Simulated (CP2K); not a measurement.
The system is BaTiO3.

```xyz
10
Lattice="3.9998 0.0000 0.0000 0.0000 3.9998 0.0000 0.0000 0.0000 8.0360" Properties=species:S:1:pos:R:3 pbc="T T T"
Ba    3.9971    0.0060    0.0165
Ba    0.0027    3.9938    4.0015
Ti    1.9573    1.9913    1.9280
Ti    2.0425    2.0085    5.9633
O     2.0111    2.0083    0.0866
O     1.9887    1.9915    4.0600
O     2.0226    0.0067    2.0741
O     1.9772    3.9931    6.0825
O     0.0311    1.9987    2.1106
O     3.9687    2.0011    6.0460
```

Base run:

| Item | Value |
| --- | --- |
| Program | CP2K 2026.2 |
| Functional | M06-L |
| Potentials or basis | POTENTIAL_UZH Ba GTH-PBE-q10, Ti GTH-PBE-q12, O GTH-PBE-q6; DZVP-MOLOPT-PBE-GTH basis |
| Density cutoff | 11565 eV |
| k mesh | 5 × 5 × 3 |
| Occupations | fermi-dirac, width 0.05 eV |
| Spin | no spin polarisation |

Its results: band gap on the k mesh 2.21 eV; pressure 6.1 GPa.

Task: The run is repeated on the same cell with these changes: functional from M06-L to AM05. What comes out?

Result: Band gap on the k mesh 1.97 eV; pressure 1.2 GPa.

Caveats: the potentials were made for another functional, which shifts forces and pressure; spin-orbit coupling is left out, which moves the levels of the heavy elements; the mesh misses the band edges, which the band path finds closer together; the basis of atomic orbitals isn't converged, which shifts pressures, moduli and gaps.
